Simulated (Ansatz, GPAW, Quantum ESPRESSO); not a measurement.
W: programs and potentials compared

```
W
1.0
     2.80966    0.00000    0.00000
     0.00000    4.86387    0.00000
     0.00000    0.00000    4.92370
W
4
Direct
  0.79317 0.93684 0.75000
  0.20683 0.43684 0.75000
  0.20683 0.06316 0.25000
  0.79317 0.56316 0.25000
```

This isn't the form of W at room conditions, which is bcc.

Alike in all runs: task single point; functional PBEsol; k mesh 9 × 6 × 6; occupations fermi-dirac, width 0.05 eV; no spin polarisation; no spin-orbit coupling. Pressure is positive in compression and, in plane waves, holds the error of the finite cutoff, which Ansatz's Pulay term estimates and takes out.

| program and potentials | plane-wave cutoff (eV) | notes | pressure (GPa) | largest force (eV/Å) |
| --- | --- | --- | --- | --- |
| Ansatz, Ansatz PAW | 420 | potentials made for PBE, which Ansatz adapts in part; Pulay term of +0.05 GPa included | -10.67 | 0.070 |
| GPAW, PAW data sets generated for this functional | 600 | - | -11.02 | 0.063 |
| Quantum ESPRESSO, GBRV 1.5 PBEsol | 762 | - | -10.49 | 0.070 |
| Ansatz, all-electron LAPW, scalar-relativistic | - | - | -10.58 | 0.070 |

Force on atom 1 (W), eV/Å:

```csv
program and potentials,x,y,z
"Ansatz, Ansatz PAW",-0.009,0.069,0.000
"GPAW, PAW data sets generated for this functional",-0.007,0.063,0.000
"Quantum ESPRESSO, GBRV 1.5 PBEsol",-0.019,0.067,0.000
"Ansatz, all-electron LAPW, scalar-relativistic",-0.009,0.070,0.000
```

The pressure spans -11.02 (GPAW, PAW data sets generated for this functional) to -10.49 GPa (Quantum ESPRESSO, GBRV 1.5 PBEsol), with all-electron results at -10.58. The cell lies far from this level's equilibrium.

Differences between rows come from potentials, basis sets and numerical settings, since the functional is the same but for its coding. Runs on potential files found faulty are left out.
